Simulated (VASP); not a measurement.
# BaO (Fm-3m) in VASP: notebook

One crystal, BaO, is run at these levels: PBEsol, HSE06, PBE+D3(BJ), RPBE; tasks: relaxation of cell and atoms.

All numbers are computed with VASP 6.6.1; they aren't measurements. Logs are shortened: lines on timing, memory, paths and dates and some standing lists are left out, and cuts for length are marked.

**1. The crystal as given**

Symmetry: Fm-3m, No. 225, cubic system. Conventional cell: a = 5.500 Å, b = 5.500 Å, c = 5.500 Å, α = 90.00°, β = 90.00°, γ = 90.00°. Ba (site symmetry m-3m) has 6 O at 2.75 Å as nearest neighbours. O (site symmetry m-3m) is surrounded by 6 Ba at 2.75 Å.

**2. Relaxation of cell and atoms, PBEsol**

INCAR reads:

```
ALGO = Normal
EDIFF = 1E-6
EDIFFG = -0.01
ENCUT = 600
GGA = PS
IBRION = 2
ISIF = 3
ISMEAR = 0
KPAR = 4
LASPH = True
LCHARG = False
LREAL = False
LWAVE = False
NELM = 80
NSW = 90
PREC = Accurate
SIGMA = 0.03
```

KPOINTS reads:

```
k-points
0
Gamma
  8 8 8
```

POSCAR reads:

```
BaO
1.0
    0.0000000000      2.7500000000      2.7500000000
    2.7500000000      0.0000000000      2.7500000000
    2.7500000000      2.7500000000      0.0000000000
Ba O
1 1
Direct
    0.0000000000      0.0000000000      0.0000000000
    0.5000000000      0.5000000000      0.5000000000
```

Potentials or basis: VASP PAW PBE potentials, release 64 (Ba_sv, O).

Launch:

```bash
$ cat potpaw_PBE.64/Ba_sv/POTCAR potpaw_PBE.64/O/POTCAR > POTCAR
$ mpirun -np 4 vasp_std > vasp.out
```

OUTCAR:

```text
EDIFF = 1E-6
   EDIFFG = -0.01
   ENCUT = 600
   GGA = PS
   IBRION = 2
   ISIF = 3
   ISMEAR = 0
   LASPH = True
   LREAL = False
   NELM = 80
   NSW = 90
   PREC = Accurate

 ion  position               nearest neighbor table
   1  0.000  0.000  0.000-   2 2.75   2 2.75   2 2.75   2 2.75   2 2.75   2 2.75
   2  0.500  0.500  0.500-   1 2.75   1 2.75   1 2.75   1 2.75   1 2.75   1 2.75

  LATTYP: Found a face centered cubic cell.
 ALAT       =     5.5000000000

  Lattice vectors:

 A1 = (   0.0000000000,   2.7500000000,   2.7500000000)
 A2 = (   2.7500000000,   0.0000000000,   2.7500000000)
 A3 = (   2.7500000000,   2.7500000000,   0.0000000000)

Analysis of symmetry for initial positions (statically):
=====================================================================
 Subroutine PRICEL returns:
 Original cell was already a primitive cell.

 Routine SETGRP: Setting up the symmetry group for a
 face centered cubic supercell.

 Subroutine GETGRP returns: Found 48 space group operations
 (whereof 48 operations were pure point group operations)
 out of a pool of 48 trial point group operations.

The static configuration has the point symmetry O_h .

Analysis of symmetry for dynamics (positions and initial velocities):
=====================================================================
 Subroutine PRICEL returns:
 Original cell was already a primitive cell.

 Routine SETGRP: Setting up the symmetry group for a
 face centered cubic supercell.

 Subroutine GETGRP returns: Found 48 space group operations
 (whereof 48 operations were pure point group operations)
 out of a pool of 48 trial point group operations.

The dynamic configuration has the point symmetry O_h .

 Subroutine INISYM returns: Found 48 space group operations
 (whereof 48 operations are pure point group operations),
 and found     1 'primitive' translations

----------------------------------------------------------------------------------------

                                     Primitive cell

  volume of cell :      41.5938

  direct lattice vectors                    reciprocal lattice vectors
     0.000000000  2.750000000  2.750000000    -0.181818182  0.181818182  0.181818182
     2.750000000  0.000000000  2.750000000     0.181818182 -0.181818182  0.181818182
     2.750000000  2.750000000  0.000000000     0.181818182  0.181818182 -0.181818182

  length of vectors
     3.889087297  3.889087297  3.889087297     0.314918329  0.314918329  0.314918329

  position of ions in fractional coordinates (direct lattice)
     0.000000000  0.000000000  0.000000000
     0.500000000  0.500000000  0.500000000

  ion indices of the primitive-cell ions
   primitive index   ion index
                 1           1
                 2           2

----------------------------------------------------------------------------------------

 KPOINTS: k-points

Automatic generation of k-mesh.
 Grid dimensions read from file:
 generate k-points for:    8    8    8

 Generating k-lattice:

  Cartesian coordinates                     Fractional coordinates (reciprocal lattice)
    -0.022727273  0.022727273  0.022727273     0.125000000  0.000000000  0.000000000
     0.022727273 -0.022727273  0.022727273     0.000000000  0.125000000  0.000000000
     0.022727273  0.022727273 -0.022727273     0.000000000  0.000000000  0.125000000

  Length of vectors
     0.039364791  0.039364791  0.039364791

  Shift w.r.t. Gamma in fractional coordinates (k-lattice)
     0.000000000  0.000000000  0.000000000

 Subroutine IBZKPT returns following result:
 ===========================================

 Found     29 irreducible k-points:

 Following reciprocal coordinates:
            Coordinates               Weight
  0.000000  0.000000  0.000000      1.000000
  0.125000  0.000000  0.000000      8.000000
  0.250000  0.000000  0.000000      8.000000
  0.375000  0.000000  0.000000      8.000000
  0.500000  0.000000  0.000000      4.000000
  0.125000  0.125000  0.000000      6.000000
[... 16 lines left out ...]
  0.500000  0.250000  0.125000     48.000000
 -0.375000  0.250000  0.125000     24.000000
 [... further k-points ...]
   k-points           NKPTS =     29   k-points in BZ     NKDIM =     29   number of bands    NBANDS=     12
   number of dos      NEDOS =    301   number of ions     NIONS =      2
   total plane-waves  NPLWV =  32768
   dimension x,y,z NGX =    32 NGY =   32 NGZ =   32
   dimension x,y,z NGXF=    64 NGYF=   64 NGZF=   64
   ions per type =               1   1
   NGX,Y,Z   is equivalent  to a cutoff of  13.68, 13.68, 13.68 a.u.
   NGXF,Y,Z  is equivalent  to a cutoff of  27.36, 27.36, 27.36 a.u.
 SYSTEM =  unknown system
   PREC   = accura    normal or accurate (medium, high low for compatibility)
   ISTART =      0    job   : 0-new  1-cont  2-samecut
   ICHARG =      2    charge: 1-file 2-atom 10-const
   ISPIN  =      1    spin polarized calculation?
   LNONCOLLINEAR =      F non collinear calculations
   LSORBIT =      F    spin-orbit coupling
   LASPH  =      T    aspherical Exc in radial PAW
   ENCUT  =  600.0 eV  44.10 Ry    6.64 a.u.   7.77  7.77  7.77*2*pi/ulx,y,z
   NELM   =     80;   NELMIN=  2; NELMDL= -5     # of ELM steps
   EDIFF  = 0.1E-05   stopping-criterion for ELM
   LREAL  =      F    real-space projection
   EDIFFG = -.1E-01   stopping-criterion for IOM
   NSW    =     90    number of steps for IOM
   IBRION =      2    ionic relax: 0-MD 1-quasi-New 2-CG
   NFREE  =      1    steps in history (QN), initial steepest desc. (CG)
   ISIF   =      3    stress and relaxation
   ISYM   =      2    0-nonsym 1-usesym 2-fastsym
   POTIM  = 0.5000    time-step for ionic-motion
   TEBEG  =    0.0;   TEEND  =   0.0 temperature during run
   PSTRESS=    0.0 pullay stress
   NELECT =      16.0000    total number of electrons
   NUPDOWN=      -1.0000    fix difference up-down
   EMIN   =  10.00;   EMAX   =-10.00  energy-range for DOS
   EFERMI =   0.00;   METHOD = LEGACY
   ISMEAR =     0;   SIGMA  =   0.03  broadening in eV -4-tet -1-fermi 0-gaus
   EFERMI_NEDOS =   21; number of points for ismear=-14 and -15
   IALGO  =     38    algorithm
   IMIX   =      4    mixing-type and parameters
     AMIX     =   0.40;   BMIX     =  1.00
     AMIX_MAG =   1.60;   BMIX_MAG =  1.00
  volume/ion in A,a.u.               =      20.80       140.34
  Fermi-wavevector in a.u.,A,eV,Ry     =   1.190617  2.249940 19.287200  1.417569
  Thomas-Fermi vector in A             =   2.326698
   LORBIT       =      0    0 simple, 1 ext, 2 COOP (PROOUT), +10 PAW based schemes
   GGA     = PS    functional components
   LHFCALC =     F    Hartree Fock is set to
   AEXX    =    0.0000 exact exchange contribution
   IVDW    =     0    specifies the selected vdW correction
   LEPSILON=     F    determine dielectric tensor
   LRPA    =     F    only Hartree local field effects (RPA)
 conjugate gradient relaxation of ions
 non-spin polarized calculation
 Gauss-broadening in eV      SIGMA  =   0.03
  energy-cutoff  :      600.00
  volume of cell :       41.59
 maximum number of plane-waves:      1411
   NGX = 15   NGY = 15   NGZ = 15

--------------------------------------- Ionic step        1  -------------------------------------------

 number of electron      15.9999997 magnetization

 Free energy of the ion-electron system (eV)
  ---------------------------------------------------
  ext. energy  EPLUGINS =         0.00000000
  ---------------------------------------------------
  free energy    TOTEN  =       -12.39737499 eV

  energy without entropy =      -12.39737499  energy(sigma->0) =      -12.39737499

------------------------ aborting loop because EDIFF is reached ----------------------------------------

  FORCE on cell =-STRESS in cart. coord.  units (eV):
  Direction    XX          YY          ZZ          XY          YZ          ZX
  --------------------------------------------------------------------------------------
  -------------------------------------------------------------------------------------
  Total        0.3606339      0.3606339      0.3606339     -0.0000000      0.0000000      0.0000000
  in kB       13.8914974     13.8914974     13.8914974     -0.0000000      0.0000000      0.0000000
  external PRESSURE =      13.8914974 kB  Pullay stress =       0.0000000 kB

 VOLUME and BASIS-vectors are now :
 -----------------------------------------------------------------------------
  energy-cutoff  :      600.00
  volume of cell :       41.59
      direct lattice vectors                 reciprocal lattice vectors
     0.000000000  2.750000000  2.750000000    -0.181818182  0.181818182  0.181818182
     2.750000000  0.000000000  2.750000000     0.181818182 -0.181818182  0.181818182
     2.750000000  2.750000000  0.000000000     0.181818182  0.181818182 -0.181818182
[... 37 lines left out ...]
 POSITION                                       TOTAL-FORCE (eV/Angst)
 -----------------------------------------------------------------------------------
      2.77392      2.77392      0.00000         0.000000     -0.000000     -0.000000
      2.77392      2.77392      2.77392         0.000000      0.000000      0.000000
 -----------------------------------------------------------------------------------
    total drift:                                0.000000     -0.000000      0.000000

  FREE ENERGIE OF THE ION-ELECTRON SYSTEM (eV)
  ---------------------------------------------------
  free  energy   TOTEN  =       -12.3997721337 eV

  energy  without entropy=      -12.3997721337  energy(sigma->0) =      -12.39977213

--------------------------------------- Ionic step        3  -------------------------------------------

 number of electron      15.9999999 magnetization

 Free energy of the ion-electron system (eV)
  ---------------------------------------------------
  ext. energy  EPLUGINS =         0.00000000
  ---------------------------------------------------
  free energy    TOTEN  =       -12.40050030 eV

  energy without entropy =      -12.40050030  energy(sigma->0) =      -12.40050030

 E-fermi :   1.9592     XC(G=0):  -9.8717

 val. band max:        1.7306855146   @ k =   0.5000   0.5000   0.0000
 cond. band min:       3.5871453832   @ k =   0.5000   0.5000   0.0000
 fundamental gap:      1.8564598686
 Fermi energy:         1.9592306138

 k-point     1 :       0.0000    0.0000    0.0000
  band No.  band energies     occupation
      1     -24.1100      2.00000
      2     -13.2091      2.00000
      3      -8.5919      2.00000
      4      -8.5919      2.00000
      5      -8.5919      2.00000
      6       1.3680      2.00000
      7       1.3680      2.00000
      8       1.3680      2.00000
      9       5.1133      0.00000
     10       6.3630      0.00000
     11       6.3630      0.00000
     12       6.3630      0.00000

 k-point     2 :       0.1250    0.0000    0.0000
  band No.  band energies     occupation
      1     -24.0726      2.00000
      2     -13.3190      2.00000
      3      -8.6291      2.00000
      4      -8.6108      2.00000
      5      -8.6108      2.00000
      6       1.0163      2.00000
      7       1.1633      2.00000
      8       1.1633      2.00000
      9       5.7658      0.00000
     10       6.2307      0.00000
     11       6.6573      0.00000
     12       6.6573      0.00000
[... 316 lines left out ...]
 k-point    24 :      -0.3750    0.2500    0.1250
  band No.  band energies     occupation
      1     -23.8054      2.00000
      2     -13.7911      2.00000
      3      -9.2394      2.00000
      4      -9.2381      2.00000
      5      -8.7048      2.00000
      6       0.1419      2.00000
      7       0.7724      2.00000
      8       0.8422      2.00000
      9       6.5095      0.00000
     10       7.1162      0.00000
     11       9.5656      0.00000
     12       9.6001      0.00000

 [... further k-points ...]

------------------------ aborting loop because EDIFF is reached ----------------------------------------

  FORCE on cell =-STRESS in cart. coord.  units (eV):
  Direction    XX          YY          ZZ          XY          YZ          ZX
  --------------------------------------------------------------------------------------
  -------------------------------------------------------------------------------------
  Total        0.0019734      0.0019734      0.0019734      0.0000000     -0.0000000      0.0000000
  in kB        0.0746976      0.0746976      0.0746976      0.0000000     -0.0000000      0.0000000
  external PRESSURE =       0.0746976 kB  Pullay stress =       0.0000000 kB

 VOLUME and BASIS-vectors are now :
 -----------------------------------------------------------------------------
  energy-cutoff  :      600.00
  volume of cell :       42.33
      direct lattice vectors                 reciprocal lattice vectors
     0.000000000  2.766051241  2.766051241    -0.180763101  0.180763101  0.180763101
     2.766051241 -0.000000000  2.766051241     0.180763101 -0.180763101  0.180763101
     2.766051241  2.766051241  0.000000000     0.180763101  0.180763101 -0.180763101

 POSITION                                       TOTAL-FORCE (eV/Angst)
 -----------------------------------------------------------------------------------
      0.00000      0.00000      0.00000        -0.000000     -0.000000     -0.000000
      2.76605      2.76605      2.76605         0.000000      0.000000      0.000000
 -----------------------------------------------------------------------------------
    total drift:                                0.000000     -0.000000      0.000000

  FREE ENERGIE OF THE ION-ELECTRON SYSTEM (eV)
  ---------------------------------------------------
  free  energy   TOTEN  =       -12.4005002998 eV

  energy  without entropy=      -12.4005002998  energy(sigma->0) =      -12.40050030

 reached required accuracy - stopping structural energy minimisation
```

Wall time 18 s (4 MPI ranks of Intel Xeon Platinum 8259CL at 2.50GHz (Skylake/Cascade Lake), shared host); peak memory 0.18 GiB.

Results:

```yaml
Free_energy: -12.4005 eV
Relaxed_volume: 21.16 Å³/atom
Relaxed_cell: a = 3.912 Å, b = 3.912 Å, c = 3.912 Å, α = 60.00°, β = 60.00°, γ = 60.00°
Space_group_after_relaxing_to_0.05_Å: Fm-3m (No. 225)
Energy_gained_by_relaxing: 1.6 meV/atom
Ionic_steps: 3
Pressure_after_relaxing: 0.0 GPa
Band_gap_on_the_k_mesh: 1.86 eV, direct
```

Step by step:
```tsv
step	energy change (eV)	largest force (eV/Å)	pressure (GPa)	volume (Å³)
1	0.0000	0.0000	1.39	41.59
2	-0.0024	0.0000	-0.64	42.69
3	-0.0031	0.0000	0.01	42.33
```

Final structure:
```cif
data_structure
_symmetry_space_group_name_H-M 'P 1'
_symmetry_Int_Tables_number 1
_cell_length_a 3.9118
_cell_length_b 3.9118
_cell_length_c 3.9118
_cell_angle_alpha 60.000
_cell_angle_beta 60.000
_cell_angle_gamma 60.000
_cell_volume 42.33
loop_
_atom_site_label
_atom_site_type_symbol
_atom_site_fract_x
_atom_site_fract_y
_atom_site_fract_z
_atom_site_occupancy
Ba1 Ba 0.00000 0.00000 0.00000 1
O1 O 0.50000 0.50000 0.50000 1
```

Caveat: the PAW data sets were made with another functional, which shifts forces and pressure a little; spin-orbit coupling is left out, which moves the levels of the heavy elements.

**3. Relaxation of cell and atoms, HSE06**

This run uses another cell than the first one, of 21.16 Å³/atom, 1.018 times its volume.

POSCAR reads:

```
BaO                                     
1.0
    0.0000000000      2.7660512413      2.7660512413
    2.7660512413     -0.0000000000      2.7660512413
    2.7660512413      2.7660512413      0.0000000000
  Ba              O             
     1     1
Direct
     0.0000000000000000    0.0000000000000000    0.0000000000000000
     0.5000000000000000    0.5000000000000000    0.5000000000000000
```

INCAR.step1 reads:

```
ALGO = Normal
EDIFF = 1E-5
ENCUT = 520
GGA = PE
ISMEAR = 0
KPAR = 4
LASPH = True
LCHARG = False
LREAL = False
LWAVE = True
NELM = 80
PREC = Accurate
SIGMA = 0.03
```

INCAR.step2 reads:

```
ALGO = Normal
EDIFF = 1E-6
EDIFFG = -0.01
ENCUT = 520
GGA = PE
HFSCREEN = 0.2
IBRION = 2
ISIF = 3
ISMEAR = 0
ISTART = 1
KPAR = 4
LASPH = True
LCHARG = False
LHFCALC = True
LREAL = False
LWAVE = False
NELM = 80
NSW = 25
PREC = Accurate
PRECFOCK = Fast
SIGMA = 0.03
```

KPOINTS reads:

```
k-points
0
Gamma
  6 6 6
```

Potentials or basis: VASP PAW PBE potentials, release 64 (Ba_sv, O).

Launch:

```bash
$ cat potpaw_PBE.64/Ba_sv/POTCAR potpaw_PBE.64/O/POTCAR > POTCAR
$ cp INCAR.step1 INCAR
$ mpirun -np 4 vasp_std > vasp.out
$ cp INCAR.step2 INCAR
$ mpirun -np 4 vasp_std > vasp.out
```

Wall time 13 min (4 MPI ranks of Intel Xeon Platinum 8259CL at 2.50GHz (Skylake/Cascade Lake), shared host); peak memory 0.28 GiB.

It converged, with:

| Property | Result |
| --- | --- |
| Free energy | -13.8841 eV |
| Relaxed volume | 21.60 Å³/atom |
| Relaxed cell | a = 3.938 Å, b = 3.938 Å, c = 3.938 Å, α = 60.00°, β = 60.00°, γ = 60.00° |
| Space group after relaxing (to 0.05 Å) | Fm-3m (No. 225) |
| Energy gained by relaxing | 2.1 meV/atom |
| Ionic steps | 3 |
| Pressure after relaxing | 0.0 GPa |
| Band gap on the k mesh | 3.32 eV, direct |

Step by step:
```
step  energy change (eV)  largest force (eV/Å)  pressure (GPa)  volume (Å³)
   1              0.0000                0.0000            1.60        42.33
   2             -0.0033                0.0000           -0.74        43.63
   3             -0.0043                0.0000            0.00        43.20
```

Final structure:
```xyz
2
Lattice="0.0000 2.7849 2.7849 2.7849 0.0000 2.7849 2.7849 2.7849 0.0000" Properties=species:S:1:pos:R:3 pbc="T T T"
Ba    0.0000    0.0000    0.0000
O     2.7849    2.7849    2.7849
```

Levels at points of the mesh, in eV from the valence-band top:
```
           k point  band 4  band 5  band 6  band 7  band 8  band 9  band 10  band 11  band 12
(0.00, 0.00, 0.00)  -10.86  -10.86   -0.35   -0.35   -0.35    4.82     6.14     6.14     6.14
(0.50, 0.00, 0.00)  -10.97  -10.97   -2.02   -1.51   -1.51    6.36     8.72     8.72     9.52
(0.50, 0.50, 0.00)  -11.46  -11.46   -0.16   -0.16    0.00    3.32     7.42    10.45    10.88
```

Caveat: the PAW data sets were made with another functional, which shifts forces and pressure a little; spin-orbit coupling is left out, which moves the levels of the heavy elements.

**4. Relaxation of cell and atoms, PBE+D3(BJ)**

INCAR reads:

```
ALGO = Normal ; EDIFF = 1E-6
EDIFFG = -0.01 ; ENCUT = 600
GGA = PE ; IBRION = 2
ISIF = 3 ; ISMEAR = 0
IVDW = 12 ; LASPH = T
LCHARG = F ; LREAL = F
LWAVE = F ; NELM = 80
NSW = 90 ; PREC = Accurate
SIGMA = 0.03
```

KPOINTS reads:

```
k-points
0
Gamma
  8 8 8
```

POSCAR reads:

```
BaO
1.0
    0.0000000000      2.7500000000      2.7500000000
    2.7500000000      0.0000000000      2.7500000000
    2.7500000000      2.7500000000      0.0000000000
Ba O
1 1
Direct
    0.0000000000      0.0000000000      0.0000000000
    0.5000000000      0.5000000000      0.5000000000
```

Launch:

```bash
$ cat potpaw_PBE.64/Ba_sv/POTCAR potpaw_PBE.64/O/POTCAR > POTCAR
$ mpirun -np 1 vasp_std > vasp.out
```

Wall time 34 s (1 thread of Intel Xeon Platinum 8488C (Sapphire Rapids), shared host); peak memory 0.2 GiB.

The run converged. Its results:

```yaml
Free_energy: -12.2497 eV
Relaxed_volume: 21.59 Å³/atom
Relaxed_cell: a = 3.938 Å, b = 3.938 Å, c = 3.938 Å, α = 60.00°, β = 60.00°, γ = 60.00°
Space_group_after_relaxing_to_0.05_Å: Fm-3m (No. 225)
Energy_gained_by_relaxing: 7.1 meV/atom
Ionic_steps: 3
Pressure_after_relaxing: 0.0 GPa
Band_gap_on_the_k_mesh: 2.03 eV, direct
Dispersion_energy_per_atom: -0.223 eV
```

The path:
```csv
step,energy change (eV),largest force (eV/Å),pressure (GPa),volume (Å³)
1,0.0000,0.0000,2.96,41.59
2,-0.0113,0.0000,-1.20,43.95
3,-0.0142,0.0000,0.00,43.19
```

Final structure:
```
CELL_PARAMETERS angstrom
0.00000 2.78464 2.78464
2.78464 0.00000 2.78464
2.78464 2.78464 0.00000
ATOMIC_POSITIONS crystal
Ba 0.00000 0.00000 0.00000
O 0.50000 0.50000 0.50000
```

Levels at points of the mesh, in eV from the valence-band top:
| k point | band 5 | band 6 | band 7 | band 8 | band 9 | band 10 | band 11 | band 12 |
| --- | --- | --- | --- | --- | --- | --- | --- | --- |
| (0.00, 0.00, 0.00) | -10.46 | -0.30 | -0.30 | -0.30 | 3.48 | 4.69 | 4.69 | 4.69 |
| (0.50, 0.00, 0.00) | -10.57 | -1.93 | -1.40 | -1.40 | 4.91 | 7.11 | 7.11 | 8.10 |
| (0.50, 0.50, 0.00) | -11.01 | -0.13 | -0.13 | 0.00 | 2.03 | 5.91 | 8.81 | 9.29 |

Caveat: spin-orbit coupling is left out, which moves the levels of the heavy elements. A k mesh can miss the band edges.

(Part 1 of 2 ends here.)
